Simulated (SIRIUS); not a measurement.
## I under changes of volume

One of the cells (43.483 Å³/atom); the others are scaled copies at fixed shape and fractional positions:

```
I
1.0
     3.65911   -2.41088    0.00000
     3.65911    2.41088    0.00000
     0.00000    0.00000    9.85830
I
4
Direct
  0.64930 0.35070 0.38440
  0.14930 0.85070 0.11560
  0.35070 0.64930 0.61560
  0.85070 0.14930 0.88440
```

| Quantity | Value |
| --- | --- |
| Program | SIRIUS 7.12.0 |
| Functional | PBEsol |
| Potentials or basis | all-electron FP-LAPW |
| Cutoff | 161 eV |
| Basis | apw+lo standard |
| k mesh | 7 × 7 × 3 |
| Occupations | fermi-dirac, width 0.05 eV |
| Spin | no spin polarisation |

| volume (Å³/atom) | energy over the lowest point (meV/atom) | gap on the mesh (eV) |
| --- | --- | --- |
| 40.073 | 13.44 | 1.40 |
| 40.926 | ? | ? |
| 41.778 | 0.54 | 1.33 |
| 43.483 | 0.00 | 1.24 |
| 44.336 | 3.08 | 1.20 |
| 45.189 | 8.42 | 1.16 |

What does the run at 40.926 Å³/atom give?

Energy over the lowest point 5.38 meV/atom; gap on the mesh 1.37 eV.

Worked out: A Birch-Murnaghan fit of order 3 (a polynomial in V^(-2/3)) to the other rows has its minimum at 42.72 Å³/atom with B0 = V·E''(V) = 24 GPa and B' = 6.3 at fixed shape and positions, which overstates the stiffness. It gives 5.24 meV/atom at 40.926 Å³/atom, against the run's 5.38. A straight line through the other rows of the gap, of slope -2.03 eV per unit of ln V, gives 1.36 eV, against the run's 1.37.

Energies are extrapolated to zero smearing.

Caveats: spin-orbit coupling is left out, which moves the levels of the heavy elements; an odd mesh through Γ misses points on the zone boundary, where band edges often lie.
